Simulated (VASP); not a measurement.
# GaN (P1) in VASP: convergence with ENCUT

Aim: find how far ENCUT must go before the results for GaN settle, at LDA. This setting moves, with any that are tied to it; all else stays.

Program: VASP 6.6.1. These are calculated values, not measurements. Logs are shortened: lines on timing, memory, paths and dates and some standing lists are left out, and cuts for length are marked.

## Step 1: The cell of the first run

The typed cell holds 2 atoms: a = 3.187 Å, b = 3.187 Å, c = 3.187 Å, α = 60.00°, β = 60.00°, γ = 60.00°.

The cell is a database's computed one.

The cell isn't the ideal one: atoms moved at random, drawn with an rms of 0.02 Å.

## Step 2: With ENCUT 200 eV

The input, INCAR:

```
SYSTEM = GaN
PREC = Accurate ; ENCUT = 200
EDIFF = 1E-6 ; ISMEAR = 0
SIGMA = 0.02 ; LREAL = .False.
LASPH = .True. ; NELM = 80
ALGO = Normal ; ISIF = 2
LWAVE = .False. ; LCHARG = .False.
```

The input, KPOINTS:

```
Automatic mesh
0
Gamma
  7 7 7
  0 0 0
```

The input, POSCAR:

```
GaN
1.0
    0.0000000000      2.2535006075      2.2535006075
    2.2535006075      0.0000000000      2.2535006075
    2.2535006075      2.2535006075      0.0000000000
Ga N
1 1
Direct
   -0.0000040000     -0.0009780000      0.0006670000
    0.2452550000      0.2539210000      0.2528650000
```

Potentials or basis: VASP PAW LDA potentials, release 64 (Ga, N).

On the command line:

```console
> cat potpaw_LDA.64/Ga/POTCAR potpaw_LDA.64/N/POTCAR > POTCAR
> mpirun -np 1 vasp_std > vasp.out
```

OUTCAR:

```text
SYSTEM = GaN
   PREC = Accurate
   ENCUT = 200
   EDIFF = 1E-6
   ISMEAR = 0
   LREAL = .False.
   LASPH = .True.
   NELM = 80
   ISIF = 2

 Found    172 irreducible k-points:

 Following reciprocal coordinates:
            Coordinates               Weight
  0.000000  0.000000  0.000000      1.000000
  0.142857  0.000000  0.000000      2.000000
  0.000000  0.142857  0.000000      2.000000
  0.000000  0.000000  0.142857      2.000000
  0.142857  0.142857  0.142857      2.000000
  0.285714  0.000000  0.000000      2.000000
   k-points           NKPTS =    172   k-points in BZ     NKDIM =    172   number of bands    NBANDS=      8
   number of dos      NEDOS =    301   number of ions     NIONS =      2
   total plane-waves  NPLWV =   4096
   dimension x,y,z NGX =    16 NGY =   16 NGZ =   16
   dimension x,y,z NGXF=    32 NGYF=   32 NGZF=   32
   ions per type =               1   1
   NGX,Y,Z   is equivalent  to a cutoff of   8.35,  8.35,  8.35 a.u.
   NGXF,Y,Z  is equivalent  to a cutoff of  16.69, 16.69, 16.69 a.u.
 SYSTEM =  GaN
   PREC   = accura    normal or accurate (medium, high low for compatibility)
   ISTART =      0    job   : 0-new  1-cont  2-samecut
   ICHARG =      2    charge: 1-file 2-atom 10-const
   ISPIN  =      1    spin polarized calculation?
   LNONCOLLINEAR =      F non collinear calculations
   LSORBIT =      F    spin-orbit coupling
   LASPH  =      T    aspherical Exc in radial PAW
   ENCUT  =  200.0 eV  14.70 Ry    3.83 a.u.   3.67  3.67  3.67*2*pi/ulx,y,z
   NELM   =     80;   NELMIN=  2; NELMDL= -5     # of ELM steps
   EDIFF  = 0.1E-05   stopping-criterion for ELM
   LREAL  =      F    real-space projection
   EDIFFG = 0.1E-04   stopping-criterion for IOM
   NSW    =      0    number of steps for IOM
   IBRION =     -1    ionic relax: 0-MD 1-quasi-New 2-CG
   NFREE  =      0    steps in history (QN), initial steepest desc. (CG)
   ISIF   =      2    stress and relaxation
   ISYM   =      2    0-nonsym 1-usesym 2-fastsym
   POTIM  = 0.5000    time-step for ionic-motion
   TEBEG  =    0.0;   TEEND  =   0.0 temperature during run
   PSTRESS=    0.0 pullay stress
   NELECT =       8.0000    total number of electrons
   NUPDOWN=      -1.0000    fix difference up-down
   EMIN   =  10.00;   EMAX   =-10.00  energy-range for DOS
   EFERMI =   0.00;   METHOD = LEGACY
   ISMEAR =     0;   SIGMA  =   0.02  broadening in eV -4-tet -1-fermi 0-gaus
   EFERMI_NEDOS =   21; number of points for ismear=-14 and -15
   IALGO  =     38    algorithm
   IMIX   =      4    mixing-type and parameters
     AMIX     =   0.40;   BMIX     =  1.00
     AMIX_MAG =   1.60;   BMIX_MAG =  1.00
  volume/ion in A,a.u.               =      11.44        77.23
  Fermi-wavevector in a.u.,A,eV,Ry     =   1.153198  2.179228 18.093915  1.329865
  Thomas-Fermi vector in A             =   2.289844
   LORBIT       =      0    0 simple, 1 ext, 2 COOP (PROOUT), +10 PAW based schemes
   GGA     = CA    functional components
   LHFCALC =     F    Hartree Fock is set to
   AEXX    =    0.0000 exact exchange contribution
   IVDW    =     0    specifies the selected vdW correction
   LEPSILON=     F    determine dielectric tensor
   LRPA    =     F    only Hartree local field effects (RPA)
 non-spin polarized calculation
 Gauss-broadening in eV      SIGMA  =   0.02
  energy-cutoff  :      200.00
  volume of cell :       22.89
 maximum number of plane-waves:       169
   NGX =  7   NGY =  7   NGZ =  7

 number of electron       8.0000004 magnetization

 Free energy of the ion-electron system (eV)
  ---------------------------------------------------
  ext. energy  EPLUGINS =         0.00000000
  ---------------------------------------------------
  free energy    TOTEN  =       -13.77849745 eV

  energy without entropy =      -13.77849745  energy(sigma->0) =      -13.77849745

 E-fermi :   3.0831     XC(G=0): -11.1863

 val. band max:        2.9659381750   @ k =   0.0000  -0.1429   0.1429
 cond. band min:       4.2919442202   @ k =   0.0000   0.0000   0.0000
 fundamental gap:      1.3260060451
 Fermi energy:         3.0830537015

 k-point     1 :       0.0000    0.0000    0.0000
  band No.  band energies     occupation
      1     -13.3416      2.00000
      2       2.8002      2.00000
      3       2.8409      2.00000
      4       2.8769      2.00000
      5       4.2919      0.00000
      6      13.2797      0.00000
      7      13.3044      0.00000
      8      13.3341      0.00000

 k-point     2 :       0.1429    0.0000    0.0000
  band No.  band energies     occupation
      1     -13.0318      2.00000
      2       1.0504      2.00000
      3       2.8689      2.00000
      4       2.9198      2.00000
      5       5.9148      0.00000
      6      12.4870      0.00000
      7      13.5979      0.00000
      8      13.6540      0.00000

 k-point     3 :       0.0000    0.1429    0.0000
  band No.  band energies     occupation
      1     -13.0304      2.00000
      2       0.9953      2.00000
      3       2.8977      2.00000
      4       2.9442      2.00000
      5       5.9030      0.00000
      6      12.5337      0.00000
      7      13.5945      0.00000
      8      13.6467      0.00000

 k-point     4 :       0.0000    0.0000    0.1429
  band No.  band energies     occupation
      1     -13.0308      2.00000
      2       1.0108      2.00000
      3       2.8800      2.00000
      4       2.9469      2.00000
      5       5.9065      0.00000
      6      12.5189      0.00000
      7      13.5847      0.00000
      8      13.6614      0.00000

 k-point     5 :       0.1429    0.1429    0.1429
  band No.  band energies     occupation
      1     -13.0315      2.00000
      2       1.0368      2.00000
      3       2.8667      2.00000
      4       2.9350      2.00000
      5       5.9121      0.00000
      6      12.4969      0.00000
      7      13.5885      0.00000
      8      13.6624      0.00000

 k-point     6 :       0.2857    0.0000    0.0000
  band No.  band energies     occupation
      1     -12.2204      2.00000
      2      -1.5823      2.00000
      3       2.4368      2.00000
      4       2.4986      2.00000
      5       7.1226      0.00000
      6      11.9978      0.00000
      7      13.7095      0.00000
      8      13.8139      0.00000

 [... further k-points ...]

------------------------ aborting loop because EDIFF is reached ----------------------------------------

  FORCE on cell =-STRESS in cart. coord.  units (eV):
  Direction    XX          YY          ZZ          XY          YZ          ZX
  --------------------------------------------------------------------------------------
  -------------------------------------------------------------------------------------
  Total      -10.2131998    -10.2075777    -10.2067541     -0.0080508     -0.2008996      0.0722251
  in kB     -714.9396401   -714.5460831   -714.4884312     -0.5635681    -14.0632776      5.0558647
  external PRESSURE =    -714.6580515 kB  Pullay stress =       0.0000000 kB

 VOLUME and BASIS-vectors are now :
 -----------------------------------------------------------------------------
  energy-cutoff  :      200.00
  volume of cell :       22.89
      direct lattice vectors                 reciprocal lattice vectors
     0.000000000  2.253500607  2.253500607    -0.221877020  0.221877020  0.221877020
     2.253500607  0.000000000  2.253500607     0.221877020 -0.221877020  0.221877020
     2.253500607  2.253500607  0.000000000     0.221877020  0.221877020 -0.221877020

 POSITION                                       TOTAL-FORCE (eV/Angst)
 -----------------------------------------------------------------------------------
      2.25280      2.25499      4.50479         0.241389     -0.086886      0.011064
      1.14204      1.12251      1.12489        -0.241389      0.086886     -0.011064
 -----------------------------------------------------------------------------------
    total drift:                               -0.000211      0.000037      0.000018

  FREE ENERGIE OF THE ION-ELECTRON SYSTEM (eV)
  ---------------------------------------------------
  free  energy   TOTEN  =       -13.7784974522 eV

  energy  without entropy=      -13.7784974522  energy(sigma->0) =      -13.77849745
```

It took 3.5 s on 1 thread of Intel Xeon Platinum 8488C (Sapphire Rapids), shared host; peak memory 0.11 GiB.

What came out:

```
Free energy            : -13.7785 eV
Largest force          : 0.257 eV/Å
Band gap on the k mesh : 1.33 eV, indirect (least direct gap 1.42 eV)
```

## Step 3: With ENCUT 250 eV

INCAR, as its differences from that of step 2:

```diff
@@ -1,3 +1,3 @@
 SYSTEM = GaN
-PREC = Accurate ; ENCUT = 200
+PREC = Accurate ; ENCUT = 250
 EDIFF = 1E-6 ; ISMEAR = 0
```

KPOINTS is that of step 2.

POSCAR is that of step 2.

Potentials or basis: VASP PAW LDA potentials, release 64 (Ga, N).

On the command line:

```console
> cat potpaw_LDA.64/Ga/POTCAR potpaw_LDA.64/N/POTCAR > POTCAR
> mpirun -np 1 vasp_std > vasp.out
```

Run time: 3.8 s. Hardware: 1 thread of Intel Xeon Platinum 8488C (Sapphire Rapids), shared host; peak memory 0.11 GiB.

What came out:

```yaml
Free_energy: -13.8512 eV
Largest_force: 0.246 eV/Å
Band_gap_on_the_k_mesh: 1.27 eV, direct
```

## Step 4: With ENCUT 300 eV

INCAR, as its differences from that of step 3:

```diff
@@ -1,3 +1,3 @@
 SYSTEM = GaN
-PREC = Accurate ; ENCUT = 250
+PREC = Accurate ; ENCUT = 300
 EDIFF = 1E-6 ; ISMEAR = 0
```

KPOINTS is that of step 3.

POSCAR is that of step 3.

On the command line:

```console
> cat potpaw_LDA.64/Ga/POTCAR potpaw_LDA.64/N/POTCAR > POTCAR
> mpirun -np 1 vasp_std > vasp.out
```

Wall time 7.6 s (1 thread of Intel Xeon Platinum 8488C (Sapphire Rapids), shared host); peak memory 0.12 GiB.

What came out:

```yaml
Free_energy: -13.9431 eV
Largest_force: 0.243 eV/Å
Band_gap_on_the_k_mesh: 1.72 eV, direct
```

## Step 5: With ENCUT 350 eV

INCAR, as its differences from that of step 4:

```diff
@@ -1,3 +1,3 @@
 SYSTEM = GaN
-PREC = Accurate ; ENCUT = 300
+PREC = Accurate ; ENCUT = 350
 EDIFF = 1E-6 ; ISMEAR = 0
```

KPOINTS is that of step 4.

POSCAR is that of step 4.

On the command line:

```console
> cat potpaw_LDA.64/Ga/POTCAR potpaw_LDA.64/N/POTCAR > POTCAR
> mpirun -np 1 vasp_std > vasp.out
```

Run time: 9.1 s. Hardware: 1 thread of Intel Xeon Platinum 8488C (Sapphire Rapids), shared host; peak memory 0.13 GiB.

Results:

```yaml
Free_energy: -13.9189 eV
Largest_force: 0.242 eV/Å
Band_gap_on_the_k_mesh: 1.76 eV, direct
```

## Step 6: With ENCUT 400 eV

INCAR, as its differences from that of step 5:

```diff
@@ -1,3 +1,3 @@
 SYSTEM = GaN
-PREC = Accurate ; ENCUT = 350
+PREC = Accurate ; ENCUT = 400
 EDIFF = 1E-6 ; ISMEAR = 0
```

KPOINTS is that of step 5.

POSCAR is that of step 5.

Potentials or basis: VASP PAW LDA potentials, release 64 (Ga, N).

On the command line:

```console
> cat potpaw_LDA.64/Ga/POTCAR potpaw_LDA.64/N/POTCAR > POTCAR
> mpirun -np 1 vasp_std > vasp.out
```

Wall time 9.3 s (1 thread of Intel Xeon Platinum 8488C (Sapphire Rapids), shared host); peak memory 0.14 GiB.

What came out:

```
Free energy            : -13.9269 eV
Largest force          : 0.240 eV/Å
Band gap on the k mesh : 1.79 eV, direct
```

## Step 7: With ENCUT 450 eV

INCAR, as its differences from that of step 6:

```diff
@@ -1,3 +1,3 @@
 SYSTEM = GaN
-PREC = Accurate ; ENCUT = 400
+PREC = Accurate ; ENCUT = 450
 EDIFF = 1E-6 ; ISMEAR = 0
```

KPOINTS is that of step 6.

POSCAR is that of step 6.

On the command line:

```console
> cat potpaw_LDA.64/Ga/POTCAR potpaw_LDA.64/N/POTCAR > POTCAR
> mpirun -np 1 vasp_std > vasp.out
```

Run time: 9.8 s. Hardware: 1 thread of Intel Xeon Platinum 8488C (Sapphire Rapids), shared host; peak memory 0.15 GiB.

What came out:

| Property | Result |
| --- | --- |
| Free energy | -13.9276 eV |
| Largest force | 0.239 eV/Å |
| Band gap on the k mesh | 1.80 eV, direct |

## Step 8: With ENCUT 500 eV

INCAR, as its differences from that of step 7:

```diff
@@ -1,3 +1,3 @@
 SYSTEM = GaN
-PREC = Accurate ; ENCUT = 450
+PREC = Accurate ; ENCUT = 500
 EDIFF = 1E-6 ; ISMEAR = 0
```

KPOINTS is that of step 7.

POSCAR is that of step 7.

On the command line:

```console
> cat potpaw_LDA.64/Ga/POTCAR potpaw_LDA.64/N/POTCAR > POTCAR
> mpirun -np 1 vasp_std > vasp.out
```

It took 9.8 s on 1 thread of Intel Xeon Platinum 8488C (Sapphire Rapids), shared host; peak memory 0.15 GiB.

Results:

```
Free energy            : -13.9262 eV
Pressure               : -0.7 GPa
Largest force          : 0.239 eV/Å
Band gap on the k mesh : 1.80 eV, direct
```

## Step 9: With ENCUT 600 eV

INCAR, as its differences from that of step 8:

```diff
@@ -1,3 +1,3 @@
 SYSTEM = GaN
-PREC = Accurate ; ENCUT = 500
+PREC = Accurate ; ENCUT = 600
 EDIFF = 1E-6 ; ISMEAR = 0
```

KPOINTS is that of step 8.

POSCAR is that of step 8.

Potentials or basis: VASP PAW LDA potentials, release 64 (Ga, N).

On the command line:

```console
> cat potpaw_LDA.64/Ga/POTCAR potpaw_LDA.64/N/POTCAR > POTCAR
> mpirun -np 1 vasp_std > vasp.out
```

Wall time 20 s (1 thread of Intel Xeon Platinum 8488C (Sapphire Rapids), shared host); peak memory 0.18 GiB.

What came out:

```yaml
Free_energy: -13.9264 eV
Pressure: -0.6 GPa
Largest_force: 0.239 eV/Å
Band_gap_on_the_k_mesh: 1.80 eV, direct
```

## Step 10: With ENCUT 800 eV

INCAR, as its differences from that of step 9:

```diff
@@ -1,3 +1,3 @@
 SYSTEM = GaN
-PREC = Accurate ; ENCUT = 600
+PREC = Accurate ; ENCUT = 800
 EDIFF = 1E-6 ; ISMEAR = 0
```

KPOINTS is that of step 9.

POSCAR is that of step 9.

On the command line:

```console
> cat potpaw_LDA.64/Ga/POTCAR potpaw_LDA.64/N/POTCAR > POTCAR
> mpirun -np 1 vasp_std > vasp.out
```

Wall time 29 s (1 thread of Intel Xeon Platinum 8488C (Sapphire Rapids), shared host); peak memory 0.21 GiB.

Results (log left out):

| Property | Result |
| --- | --- |
| Free energy | -13.9295 eV |
| Pressure | -0.6 GPa |
| Largest force | 0.239 eV/Å |
| Band gap on the k mesh | 1.80 eV, direct |

## Step 11: The series at a glance

```csv
ENCUT,"energy less the tightest run, at zero smearing (meV/atom)",largest force (eV/Å),gap on the mesh (eV),SCF cycles,CPU time (s),peak memory (GiB)
200 eV,75.51,0.257,1.326,11,3,0.11
250 eV,39.17,0.246,1.273,11,3.3,0.11
300 eV,-6.80,0.243,1.719,12,7.1,0.12
350 eV,5.32,0.242,1.763,12,8.6,0.13
400 eV,1.32,0.240,1.789,12,8.8,0.14
450 eV,0.94,0.239,1.801,12,9.3,0.15
500 eV,1.68,0.239,1.800,12,9.3,0.15
600 eV,1.55,0.239,1.800,12,20,0.18
800 eV,0.00,0.239,1.802,12,28,0.21
```

Against the tightest run, the largest force stays within 0.005 eV/Å from 300 eV on; the gap on the mesh stays within 0.01 eV from 450 eV on. Not settled before the last step: the energy (to 1 meV/atom). The tightest run that finished is the yardstick and may itself not be fully converged.
